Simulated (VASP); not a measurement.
VASP 6.6.1, PBE single-point calculation, SrTiO3 (cubic perovskite)

INCAR

```
NELM = 120
NBANDS = 28
ENCUT = 520
LWAVE = .FALSE.
LCHARG = .FALSE.
ISMEAR = -1
IBRION = -1
LREAL = .FALSE.
PREC = Accurate
LASPH = .TRUE.
GGA = PE
SIGMA = 0.02
ISIF = 2
NSW = 0
EDIFF = 1E-7
```

KPOINTS

```
KPOINTS created by Atomic Simulation Environment
0
Gamma
6 6 6
0 0 0
```

KPOINTS_OPT

```
special points
4
Reciprocal
0.0000000000 0.0000000000 0.0000000000 1
0.0000000000 0.5000000000 0.0000000000 1
0.5000000000 0.5000000000 0.0000000000 1
0.5000000000 0.5000000000 0.5000000000 1
```

POSCAR

```
Sr Ti O
 1.0000000000000000
     3.9068515015636387    0.0000000000000000    0.0000000000000000
     0.0000000000000000    3.9068515015636387    0.0000000000000000
     0.0000000000000000    0.0000000000000000    3.9068515015636387
 Sr  Ti  O
   1   1   3
Cartesian
  0.0000000000000000 -0.0000000000000000  0.0000000000000000
  1.9534257507818193  1.9534257507818193  1.9534257507818193
  1.9534257507818193  1.9534257507818193 -0.0000000000000000
  1.9534257507818193  0.0000000000000000  1.9534257507818193
  0.0000000000000000  1.9534257507818193  1.9534257507818193
```

VASP ran with the recommended PBE PAW datasets (40 valence electrons in the cell).

Command

```
mpirun -np 1 vasp_std
```

From OUTCAR

```
k-points           NKPTS =     20   k-points in BZ     NKDIM =     20   number of bands    NBANDS=     28

   NELECT =      40.0000    total number of electrons

   dimension x,y,z NGX =    30 NGY =   30 NGZ =   30
   dimension x,y,z NGXF=    60 NGYF=   60 NGZF=   60

  energy-cutoff  :      520.00
  volume of cell :       59.63
      direct lattice vectors                 reciprocal lattice vectors
     3.906851502  0.000000000  0.000000000     0.255960586  0.000000000  0.000000000
     0.000000000  3.906851502  0.000000000     0.000000000  0.255960586  0.000000000
     0.000000000  0.000000000  3.906851502     0.000000000  0.000000000  0.255960586

 k-points in reciprocal lattice and weights: KPOINTS created by Atomic Simulation Env
   0.00000000  0.00000000  0.00000000       0.005
   0.16666667  0.00000000  0.00000000       0.028
   0.33333333  0.00000000  0.00000000       0.028
   0.50000000  0.00000000  0.00000000       0.014
   0.16666667  0.16666667  0.00000000       0.056
   0.33333333  0.16666667  0.00000000       0.111
   0.50000000  0.16666667  0.00000000       0.056
   0.33333333  0.33333333  0.00000000       0.056
   ...

 E-fermi :   4.6826

 k-point     1 :       0.0000    0.0000    0.0000
  band No.  band energies     occupation
      1     -52.3178      2.00000
      2     -28.6406      2.00000
      3     -28.5630      2.00000
      4     -28.5630      2.00000
      5     -28.5630      2.00000
      6     -13.2693      2.00000
      7     -12.2865      2.00000
      8     -12.2865      2.00000
      9     -10.6321      2.00000
     10     -10.6321      2.00000
     11     -10.6321      2.00000
     12       1.3319      2.00000
     13       1.3319      2.00000
     14       1.3319      2.00000
     15       2.9868      2.00000
     16       2.9868      2.00000
     17       2.9868      2.00000
     18       3.7976      2.00000
     19       3.7976      2.00000
     20       3.7976      2.00000
     21       6.0064      0.00000
     22       6.0064      0.00000
     23       6.0064      0.00000
     24       8.4482      0.00000
     25       8.4483      0.00000
     26       9.5547      0.00000
     27       9.5547      0.00000
     28      10.3530      0.00000

 k-point     2 :       0.1667    0.0000    0.0000
  band No.  band energies     occupation
      1     -52.3174      2.00000
      2     -28.6705      2.00000
      3     -28.5623      2.00000
      4     -28.5623      2.00000
      5     -28.5451      2.00000
      6     -13.2880      2.00000
      7     -12.2821      2.00000
      8     -12.2769      2.00000
      9     -10.6205      2.00000
     10     -10.6205      2.00000
     11     -10.4569      2.00000
     12       0.9807      2.00000
     13       1.3144      2.00000
     14       1.3144      2.00000
     15       2.6475      2.00000
     16       2.6475      2.00000
     17       2.7554      2.00000
     18       3.0432      2.00000
     19       3.6493      2.00000
     20       3.6493      2.00000
     21       6.0471      0.00000
     22       6.5785      0.00000
     23       6.5785      0.00000
     24       8.4539      0.00000
     25       9.1913      0.00000
     26       9.9963      0.00000
     27      10.0247      0.00000
     28      11.0018      0.00000

 k-point     3 :       0.3333    0.0000    0.0000
  band No.  band energies     occupation
      1     -52.3166      2.00000
      2     -28.7171      2.00000
      3     -28.5609      2.00000
      4     -28.5609      2.00000
      5     -28.5217      2.00000
      6     -13.4116      2.00000
      7     -12.2566      2.00000
      8     -12.1053      2.00000
      9     -10.5972      2.00000
     10     -10.5972      2.00000
     11     -10.1695      2.00000
     12       0.2327      2.00000
     13       1.2967      2.00000
     14       1.2967      2.00000
     15       2.0401      2.00000
     16       2.0731      2.00000
     17       2.0731      2.00000
     18       2.3519      2.00000
     19       3.4842      2.00000
     20       3.4842      2.00000
     21       6.1317      0.00000
     22       7.5062      0.00000
     23       7.5062      0.00000
     24       8.4607      0.00000
     25      10.2314      0.00000
     26      10.9664      0.00000
     27      11.0021      0.00000
     28      12.2580      0.00000

 k-point     4 :       0.5000    0.0000    0.0000
  band No.  band energies     occupation
      1     -52.3163      2.00000
      2     -28.7380      2.00000
      3     -28.5602      2.00000
      4     -28.5602      2.00000
      5     -28.5123      2.00000
      6     -13.4932      2.00000
      7     -12.2464      2.00000
      8     -11.9659      2.00000
      9     -10.5854      2.00000
     10     -10.5854      2.00000
     11     -10.0475      2.00000
     12      -0.1636      2.00000
     13       1.3115      2.00000
     14       1.3115      2.00000
     15       1.6763      2.00000
     16       1.8052      2.00000
     17       1.8052      2.00000
     18       2.1721      2.00000
     19       3.4225      2.00000
     20       3.4225      2.00000
     21       6.1756      0.00000
     22       7.9260      0.00000
     23       7.9260      0.00000
     24       8.4633      0.00000
     25      10.6597      0.00000
     26      11.4522      0.00000
     27      11.5701      0.00000
     28      12.1679      0.00000

 k-point     5 :       0.1667    0.1667    0.0000
  band No.  band energies     occupation
      1     -52.3170      2.00000
      2     -28.6782      2.00000
      3     -28.5803      2.00000
      4     -28.5616      2.00000
      5     -28.5310      2.00000
      6     -13.2542      2.00000
      7     -12.3291      2.00000
      8     -12.2478      2.00000
      9     -10.6084      2.00000
     10     -10.5249      2.00000
     11     -10.4071      2.00000
     12       0.7808      2.00000
     13       1.1395      2.00000
     14       1.2999      2.00000
     15       1.9644      2.00000
     16       2.4036      2.00000
     17       2.8612      2.00000
     18       2.9722      2.00000
     19       3.3196      2.00000
     20       3.4211      2.00000
     21       6.5399      0.00000
     22       6.6646      0.00000
     23       6.8672      0.00000
     24       8.8164      0.00000
     25       9.6256      0.00000
     26      10.3962      0.00000
     27      10.4464      0.00000
     28      11.3996      0.00000

 k-point     6 :       0.3333    0.1667    0.0000
  band No.  band energies     occupation
      1     -52.3163      2.00000
      2     -28.7046      2.00000
      3     -28.5832      2.00000
      4     -28.5602      2.00000
      5     -28.5243      2.00000
      6     -13.2883      2.00000
      7     -12.2766      2.00000
      8     -12.1687      2.00000
      9     -10.5838      2.00000
     10     -10.4846      2.00000
     11     -10.2047      2.00000
     12       0.1837      2.00000
     13       0.8643      2.00000
     14       1.2506      2.00000
     15       1.2880      2.00000
     16       1.9229      2.00000
     17       2.2896      2.00000
     18       2.9307      2.00000
     19       3.1736      2.00000
     20       3.1826      2.00000
     21       6.6516      0.00000
     22       7.5161      0.00000
     23       7.5738      0.00000
     24       8.9306      0.00000
     25      10.6208      0.00000
     26      11.2121      0.00000
     27      11.4474      0.00000
     28      12.4628      0.00000

 k-point     7 :       0.5000    0.1667    0.0000
  band No.  band energies     occupation
      1     -52.3159      2.00000
      2     -28.7207      2.00000
      3     -28.5782      2.00000
      4     -28.5595      2.00000
      5     -28.5245      2.00000
      6     -13.3421      2.00000
      7     -12.2177      2.00000
      8     -12.1011      2.00000
      9     -10.5714      2.00000
     10     -10.4743      2.00000
     11     -10.1083      2.00000
     12      -0.1792      2.00000
     13       0.6451      2.00000
     14       1.0804      2.00000
     15       1.3112      2.00000
     16       1.6731      2.00000
     17       2.1133      2.00000
     18       2.9248      2.00000
     19       3.0596      2.00000
     20       3.0906      2.00000
     21       6.6834      0.00000
     22       7.9269      0.00000
     23       7.9604      0.00000
     24       8.9433      0.00000
     25      11.0441      0.00000
     26      11.6885      0.00000
     27      12.0152      0.00000
     28      12.5238      0.00000

 ...

  Total        1.7523766      1.7523766      1.7523766     -0.0000000      0.0000000      0.0000000
  in kB       47.0822613     47.0822613     47.0822613     -0.0000000      0.0000000      0.0000000
  external PRESSURE =      47.0822613 kB  Pullay stress =       0.0000000 kB

 POSITION                                       TOTAL-FORCE (eV/Angst)
 -----------------------------------------------------------------------------------
      0.00000      0.00000      0.00000         0.000000      0.000000      0.000000
      1.95343      1.95343      1.95343         0.000000      0.000000      0.000000
      1.95343      1.95343      0.00000         0.000000      0.000000      0.000000
      1.95343      0.00000      1.95343         0.000000      0.000000      0.000000
      0.00000      1.95343      1.95343         0.000000      0.000000      0.000000
 -----------------------------------------------------------------------------------
    total drift:                                0.000000      0.000000     -0.000000

  FREE ENERGIE OF THE ION-ELECTRON SYSTEM (eV)
  ---------------------------------------------------
  free  energy   TOTEN  =       -40.0786445707 eV

  energy  without entropy=      -40.0786445707  energy(sigma->0) =      -40.07864457
```

```
gap between bands v and c : 1.85 eV
least direct gap          : 2.21 eV
pressure                  : 4.7 GPa
```

Band v is the last that the valence electrons fill when counted band by band, and c is the next.

The run took about 36 s on one core of a shared host (Intel Xeon Platinum 8488C) and held 0.21 GiB at most.
